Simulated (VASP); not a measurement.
# SrTiO3 in VASP: one cell, several levels of theory, part 2 of 2

VASP 6.6.1, plane waves, PAW. The steps go on from the part before.

### Step 3. r2SCAN

INCAR reads:

```
ENCUT = 520.000000
SIGMA = 0.010000
EDIFF = 1.00e-07
ALGO = Normal
METAGGA = R2SCAN
PREC = Accurate
IBRION = -1
ISIF = 2
ISMEAR = 0
NBANDS = 28
NELM = 120
NSW = 0
LASPH = .TRUE.
LCHARG = .FALSE.
LWAVE = .FALSE.
LREAL = .FALSE.
```

KPOINTS reads:

```
KPOINTS created by Atomic Simulation Environment
0
Gamma
6 6 6
0 0 0
```

KPOINTS_OPT reads:

```
special points
4
Reciprocal
0.0000000000 0.0000000000 0.0000000000 1
0.0000000000 0.5000000000 0.0000000000 1
0.5000000000 0.5000000000 0.0000000000 1
0.5000000000 0.5000000000 0.5000000000 1
```

POSCAR reads:

```
Sr Ti O
 1.0000000000000000
     3.9459200166000001    0.0000000000000000    0.0000000000000000
     0.0000000000000000    3.9459200166000001    0.0000000000000000
     0.0000000000000000    0.0000000000000000    3.8839062165999998
 Sr  Ti  O
   1   1   3
Cartesian
  0.0000000000000000  0.0000000000000000  0.0000000000000000
  1.9729600083000001  1.9729600083000001  1.9419531082999999
  1.9729600083000001  1.9729600083000001  0.0000000000000000
  1.9729600083000001  0.0000000000000000  1.9419531082999999
  0.0000000000000000  1.9729600083000001  1.9419531082999999
```

On the command line:

```console
$ mpirun -np 1 vasp_std
```

Printed to the terminal (iteration lines stand in OSZICAR):

```text
POSCAR found type information on POSCAR SrTiO
 POSCAR found :  3 types and       5 ions
 -----------------------------------------------------------------------------
|                                                                             |
|                                                                             |
|     You enforced a specific xc type in the INCAR file but a different       |
|     I HOPE YOU KNOW WHAT YOU ARE DOING!                                     |
|                                                                             |
 -----------------------------------------------------------------------------

 LDA part: xc-table for (None), standard interpolation
 POSCAR, INCAR and KPOINTS ok, starting setup
 FFT: planning ... GRIDC
 FFT: planning ... GRID_SOFT
 FFT: planning ... GRID
 WAVECAR not read
 entering main loop
 Start KPOINTS_OPT (optional k-point list driver)
k-point batch [1-4\4]
```

OSZICAR:

```text
N       E                     dE             d eps       ncg     rms          rms(c)
DAV:   1     0.412094620807E+03    0.41209E+03   -0.21533E+04  2240   0.162E+03
DAV:   2    -0.376013981917E+02   -0.44970E+03   -0.42952E+03  2488   0.451E+02
DAV:   3    -0.837175676968E+02   -0.46116E+02   -0.45732E+02  3172   0.139E+02
DAV:   4    -0.862075076867E+02   -0.24899E+01   -0.24830E+01  3444   0.270E+01
DAV:   5    -0.862773227461E+02   -0.69815E-01   -0.69801E-01  3148   0.383E+00    0.260E+01
DAV:   6    -0.626644719533E+02    0.23613E+02   -0.36423E+01  3160   0.660E+01    0.119E+01
DAV:   7    -0.632480547374E+02   -0.58358E+00   -0.38161E+00  2720   0.115E+01    0.761E+00
DAV:   8    -0.633145700990E+02   -0.66515E-01   -0.49948E-01  2648   0.508E+00    0.115E+00
DAV:   9    -0.633194727975E+02   -0.49027E-02   -0.83926E-02  3424   0.163E+00    0.713E-01
DAV:  10    -0.633251200091E+02   -0.56472E-02   -0.38016E-02  2540   0.257E+00    0.569E-01
DAV:  11    -0.633209241419E+02    0.41959E-02   -0.22612E-02  3036   0.162E+00    0.159E-01
DAV:  12    -0.633205979599E+02    0.32618E-03   -0.15142E-03  2776   0.347E-01    0.100E-01
DAV:  13    -0.633205354641E+02    0.62496E-04   -0.63389E-04  2696   0.240E-01    0.547E-02
DAV:  14    -0.633205229206E+02    0.12544E-04   -0.75283E-05  2904   0.815E-02    0.100E-02
DAV:  15    -0.633205235089E+02   -0.58833E-06   -0.45348E-06  3184   0.173E-02    0.545E-03
DAV:  16    -0.633205232826E+02    0.22629E-06   -0.99573E-07  2856   0.125E-02    0.232E-03
DAV:  17    -0.633205234082E+02   -0.12557E-06   -0.12670E-07  1972   0.368E-03    0.919E-04
DAV:  18    -0.633205234296E+02   -0.21431E-07   -0.38291E-08  1508   0.153E-03
   1 F= -.63320523E+02 E0= -.63320523E+02  d E =-.357773E-26
       N       E                     dE             ncg
DAV:   1     0.335057733106E+04   -0.40485E+04      224
DAV:   2     0.167854874642E+04   -0.16720E+04      240
DAV:   3     0.146225099936E+04   -0.21630E+03      348
DAV:   4     0.145230211033E+04   -0.99489E+01      296
DAV:   5     0.145202063985E+04   -0.28147E+00      308
DAV:   6     0.145201706203E+04   -0.35778E-02      304
DAV:   7     0.145201701205E+04   -0.49980E-04      304
DAV:   8     0.145201701094E+04   -0.11161E-05      312
DAV:   9     0.145201701092E+04   -0.16903E-07      176
```

Parts of OUTCAR:

```text
k-points           NKPTS =     40   k-points in BZ     NKDIM =     40   number of bands    NBANDS=     28

   NELECT =      40.0000    total number of electrons

   dimension x,y,z NGX =    30 NGY =   30 NGZ =   30
   dimension x,y,z NGXF=    60 NGYF=   60 NGZF=   60

  energy-cutoff  :      520.00
  volume of cell :       60.47
      direct lattice vectors                 reciprocal lattice vectors
     3.945920017  0.000000000  0.000000000     0.253426323  0.000000000  0.000000000
     0.000000000  3.945920017  0.000000000     0.000000000  0.253426323  0.000000000
     0.000000000  0.000000000  3.883906217     0.000000000  0.000000000  0.257472746

 k-points in reciprocal lattice and weights: KPOINTS created by Atomic Simulation Env
   0.00000000  0.00000000  0.00000000       0.005
   0.16666667  0.00000000  0.00000000       0.019
   0.33333333  0.00000000  0.00000000       0.019
   0.50000000  0.00000000  0.00000000       0.009
   0.16666667  0.16666667  0.00000000       0.019
   0.33333333  0.16666667  0.00000000       0.037
   0.50000000  0.16666667  0.00000000       0.019
   0.33333333  0.33333333  0.00000000       0.019
[... 32 more k-points ...]

 E-fermi :   3.8049

 k-point     1 :       0.0000    0.0000    0.0000
  band No.  band energies     occupation
      1     -55.0198      2.00000
      2     -30.2162      2.00000
      3     -30.2018      2.00000
      4     -30.2018      2.00000
      5     -30.1948      2.00000
      6     -14.6447      2.00000
      7     -13.7433      2.00000
      8     -13.6708      2.00000
      9     -11.5719      2.00000
     10     -11.5719      2.00000
     11     -11.5510      2.00000
     12       0.8031      2.00000
     13       0.8031      2.00000
     14       0.8829      2.00000
     15       2.5185      2.00000
     16       2.5185      2.00000
     17       2.5744      2.00000
     18       3.3299      2.00000
     19       3.3299      2.00000
     20       3.3394      2.00000
     21       5.9467      0.00000
     22       5.9747      0.00000
     23       5.9747      0.00000
     24       8.1450      0.00000
     25       8.2668      0.00000
     26       9.6060      0.00000
     27       9.7515      0.00000
     28      10.6609      0.00000

 k-point     2 :       0.1667    0.0000    0.0000
  band No.  band energies     occupation
      1     -55.0195      2.00000
      2     -30.2597      2.00000
      3     -30.2156      2.00000
      4     -30.2011      2.00000
      5     -30.1490      2.00000
      6     -14.6545      2.00000
      7     -13.7238      2.00000
      8     -13.6587      2.00000
      9     -11.5616      2.00000
     10     -11.5405      2.00000
     11     -11.4325      2.00000
     12       0.4726      2.00000
     13       0.7913      2.00000
     14       0.8755      2.00000
     15       2.2200      2.00000
     16       2.2705      2.00000
     17       2.3073      2.00000
     18       2.5922      2.00000
     19       3.1884      2.00000
     20       3.1950      2.00000
     21       6.0109      0.00000
     22       6.4745      0.00000
     23       6.4959      0.00000
     24       8.2357      0.00000
     25       8.9474      0.00000
     26      10.0536      0.00000
     27      10.1881      0.00000
     28      11.2898      0.00000

 k-point     3 :       0.3333    0.0000    0.0000
  band No.  band energies     occupation
      1     -55.0188      2.00000
      2     -30.3155      2.00000
      3     -30.2144      2.00000
      4     -30.1999      2.00000
      5     -30.1170      2.00000
      6     -14.7449      2.00000
      7     -13.7026      2.00000
      8     -13.4954      2.00000
      9     -11.5407      2.00000
     10     -11.5193      2.00000
     11     -11.1888      2.00000
     12      -0.2412      2.00000
     13       0.7826      2.00000
     14       0.8790      2.00000
     15       1.6072      2.00000
     16       1.6884      2.00000
     17       1.7291      2.00000
     18       1.9359      2.00000
     19       3.0207      2.00000
     20       3.0259      2.00000
     21       6.0855      0.00000
     22       7.3605      0.00000
     23       7.3710      0.00000
     24       8.2451      0.00000
     25      10.0307      0.00000
     26      10.9953      0.00000
     27      11.1556      0.00000
     28      12.4754      0.00000

 k-point     4 :       0.5000    0.0000    0.0000
  band No.  band energies     occupation
      1     -55.0184      2.00000
      2     -30.3387      2.00000
      3     -30.2138      2.00000
      4     -30.1993      2.00000
      5     -30.1056      2.00000
      6     -14.8091      2.00000
      7     -13.6947      2.00000
      8     -13.3702      2.00000
      9     -11.5301      2.00000
     10     -11.5086      2.00000
     11     -11.0806      2.00000
     12      -0.6222      2.00000
     13       0.7950      2.00000
     14       0.9039      2.00000
     15       1.2526      2.00000
     16       1.4400      2.00000
     17       1.4700      2.00000
     18       1.7677      2.00000
     19       2.9538      2.00000
     20       2.9656      2.00000
     21       6.1240      0.00000
     22       7.7657      0.00000
     23       7.7707      0.00000
     24       8.2482      0.00000
     25      10.4688      0.00000
     26      11.4872      0.00000
     27      11.7171      0.00000
     28      12.3970      0.00000

 k-point     5 :       0.1667    0.1667    0.0000
  band No.  band energies     occupation
      1     -55.0191      2.00000
      2     -30.2690      2.00000
      3     -30.2186      2.00000
      4     -30.2150      2.00000
      5     -30.1340      2.00000
      6     -14.6217      2.00000
      7     -13.6912      2.00000
      8     -13.6878      2.00000
      9     -11.5295      2.00000
     10     -11.4863      2.00000
     11     -11.3907      2.00000
     12       0.2983      2.00000
     13       0.6204      2.00000
     14       0.8722      2.00000
     15       1.5591      2.00000
     16       2.0463      2.00000
     17       2.4133      2.00000
     18       2.4989      2.00000
     19       2.8672      2.00000
     20       2.9809      2.00000
     21       6.4636      0.00000
     22       6.5724      0.00000
     23       6.7631      0.00000
     24       8.6636      0.00000
     25       9.3225      0.00000
     26      10.4270      0.00000
     27      10.6236      0.00000
     28      11.6802      0.00000

 k-point     6 :       0.3333    0.1667    0.0000
  band No.  band energies     occupation
      1     -55.0184      2.00000
      2     -30.3050      2.00000
      3     -30.2204      2.00000
      4     -30.2137      2.00000
      5     -30.1197      2.00000
      6     -14.6352      2.00000
      7     -13.6851      2.00000
      8     -13.5663      2.00000
      9     -11.5074      2.00000
     10     -11.4539      2.00000
     11     -11.2163      2.00000
     12      -0.2814      2.00000
     13       0.4233      2.00000
     14       0.8092      2.00000
     15       0.8851      2.00000
     16       1.5893      2.00000
     17       1.8351      2.00000
     18       2.4691      2.00000
     19       2.7269      2.00000
     20       2.7488      2.00000
     21       6.5632      0.00000
     22       7.3802      0.00000
     23       7.4434      0.00000
     24       8.7684      0.00000
     25      10.3662      0.00000
     26      11.2372      0.00000
     27      11.6059      0.00000
     28      12.6673      0.00000

 k-point     7 :       0.5000    0.1667    0.0000
  band No.  band energies     occupation
      1     -55.0181      2.00000
      2     -30.3246      2.00000
      3     -30.2168      2.00000
      4     -30.2131      2.00000
      5     -30.1152      2.00000
      6     -14.6724      2.00000
      7     -13.6674      2.00000
      8     -13.4719      2.00000
      9     -11.4962      2.00000
     10     -11.4466      2.00000
     11     -11.1296      2.00000
     12      -0.6376      2.00000
     13       0.2912      2.00000
     14       0.5673      2.00000
     15       0.9210      2.00000
     16       1.3461      2.00000
     17       1.6605      2.00000
     18       2.4657      2.00000
     19       2.6375      2.00000
     20       2.6405      2.00000
     21       6.5916      0.00000
     22       7.7718      0.00000
     23       7.8128      0.00000
     24       8.7763      0.00000
     25      10.8106      0.00000
     26      11.7132      0.00000
     27      12.1728      0.00000
     28      12.7565      0.00000

[... the tables of k-points 8 to 40 left out ...]

  Total       -1.0870114     -1.0870114      0.3504848      0.0000000     -0.0000000      0.0000000
  in kB      -28.7991324    -28.7991324      9.2856968      0.0000000     -0.0000000      0.0000000
  external PRESSURE =     -16.1041894 kB  Pullay stress =       0.0000000 kB

 POSITION                                       TOTAL-FORCE (eV/Angst)
 -----------------------------------------------------------------------------------
      0.00000      0.00000      0.00000         0.000000      0.000000      0.000000
      1.97296      1.97296      1.94195         0.000000      0.000000      0.000000
      1.97296      1.97296      0.00000         0.000000      0.000000      0.000000
      1.97296      0.00000      1.94195         0.000000      0.000000      0.000000
      0.00000      1.97296      1.94195         0.000000      0.000000      0.000000
 -----------------------------------------------------------------------------------
    total drift:                                0.000000      0.000000     -0.000000

  FREE ENERGIE OF THE ION-ELECTRON SYSTEM (eV)
  ---------------------------------------------------
  free  energy   TOTEN  =       -63.3205234296 eV

  energy  without entropy=      -63.3205234296  energy(sigma->0) =      -63.32052343
```

Hardware: 1 MPI rank of Intel Xeon Platinum 8488C, shared host.

The levels at the points of KPOINTS_OPT are read from vasprun.xml.

Near the gap, in eV above the top of the last filled band v; c is the band after it:

| point | v−1 | v | c | c+1 |
| --- | --- | --- | --- | --- |
| Γ | -0.40 | -0.39 | 2.21 | 2.24 |
| X | -0.78 | -0.77 | 2.39 | 4.03 |
| M | -1.66 | -0.13 | 4.04 | 4.04 |
| R | 0.00 | 0.00 | 4.71 | 4.80 |

r2SCAN gives an indirect gap of 2.21 eV, from R to Γ; the least direct gap is 2.61 eV. The pressure is -1.61 GPa; the forces vanish within 0.01 eV/Å.

### Step 4. Summary

What follows sums up all 2 parts.

```
 level  gap (eV)  pressure (GPa)  Ansatz: gap (eV)  Ansatz: pressure (GPa)
   PBE      1.80            2.19              1.83                    1.57
r2SCAN      2.21           -1.61              2.20                   -2.49
```

What this shows: The gap spans 1.80 eV (PBE) to 2.21 eV (r2SCAN). At this one volume the pressure spans -1.6 GPa (r2SCAN) to 2.2 GPa (PBE): PBE wants the largest cell and r2SCAN the smallest. The two programs agree on the gap within 0.04 eV, far less than the spread between functionals. Each program uses its own PAW datasets and cutoff.
